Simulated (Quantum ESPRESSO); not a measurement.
MoS2:

```
Mo S
1.0
     3.22746    0.00000    0.00000
    -1.61373    2.79507    0.00000
     0.00000    0.00000    6.31247
Mo S
1 2
Cartesian
  0.0000 0.0000 3.1562
  1.6137 0.9317 4.7008
  0.0000 1.8634 1.6117
```

Measurements of this composition are mostly on another form, of space group No. 194.

| Quantity | Value |
| --- | --- |
| Program | Quantum ESPRESSO 7.5 |
| Task | single point |
| Functional | PBE |
| Potentials or basis | SSSP 1.3 efficiency PBE |
| Cutoff | 816 eV |
| Density cutoff | 5987 eV |
| k mesh | 9 × 9 × 4 |
| Occupations | fermi-dirac, width 0.05 eV |
| Spin | no spin polarisation |

On this cell: pressure 1.0 GPa; largest force 0.291 eV/Å; band gap on the k mesh none (metal or under the smearing width).

The same run follows on a disturbed copy (atoms moved at random, drawn with an rms of 0.05 Å):

```xyz
3
Lattice="3.2275 0.0000 0.0000 -1.6137 2.7951 0.0000 0.0000 0.0000 6.3125" Properties=species:S:1:pos:R:3 pbc="T T T"
Mo    0.0102   -0.0511    3.1518
S     1.5961    0.9007    4.7232
S    -0.0311    1.9199    1.5943
```

Q: What does the disturbed cell give?

A: The energy (extrapolated to zero smearing) moves by +8.6 meV/atom; pressure -0.3 GPa; largest force 0.568 eV/Å; band gap on the k mesh none (metal or under the smearing width).

Forces in eV/Å, atoms in the order of the input:
```
Mo  -0.257  0.376  0.265
S    0.052  0.134 -0.122
S    0.205 -0.510 -0.143
```

Stress tensor (GPa, compression positive):
```
 0.07 -0.43 -0.66
-0.43 -1.81  2.75
-0.66  2.75  0.71
```

Caveats: this functional lacks dispersion, which binds the layers, so the pressure and a relaxed spacing across them are unreliable (some runs).
